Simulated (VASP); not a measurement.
A run of VASP 6.6.1:

Contents of INCAR:

```
PREC     = Accurate       # precision mode
ENCUT    = 520            # plane-wave cutoff, eV
EDIFF    = 1E-7           # SCF threshold, eV
ISMEAR   = 0              # smearing method
SIGMA    = 0.012          # smearing width, eV
LREAL    = F              # projectors in reciprocal space
LASPH    = T              # aspherical terms in the spheres
NELM     = 100            # most SCF steps
ALGO     = Fast           # electronic algorithm
ISIF     = 2              # what is computed and relaxed
LWAVE    = F              # write WAVECAR
LCHARG   = F              # write CHGCAR
GGA      = PE             # functional
NBANDS   = 33             # bands
```

KPOINTS

```
Automatic mesh
0
Gamma
  6 6 9
```

File POSCAR:

```
TiO2
1.0
    4.5998373239      0.0000000000      0.0000000000
    0.0000000000      4.5998373239      0.0000000000
    0.0000000000      0.0000000000      2.9592135600
Ti O
2 4
Direct
    0.0000000000      0.0000000000      0.5000000000
    0.5000000000      0.5000000000      0.0000000000
    0.3043213200      0.3043213200      0.5000000000
    0.1956786800      0.8043213200      0.0000000000
    0.8043213200      0.1956786800      0.0000000000
    0.6956786800      0.6956786800      0.5000000000
```

Potentials or basis: VASP PAW PBE potentials, release 64 (Ti_sv, O).

Command:

```bash
$ cat potpaw_PBE.64/Ti_sv/POTCAR potpaw_PBE.64/O/POTCAR > POTCAR
$ mpirun -np 1 vasp_std > vasp.out
```

Hardware: 1 thread of Intel(R) Xeon(R) Platinum 8259CL CPU @ 2.50GHz (Skylake/Cascade Lake), with other jobs on the host.

Problem. How long does it take, and how much memory?

Solution. Run time: 5.2 min on 1 thread of Intel(R) Xeon(R) Platinum 8259CL CPU @ 2.50GHz (Skylake/Cascade Lake), with other jobs on the host, peak memory 0.22 GiB. Counts: scf iterations 25, k points 50.
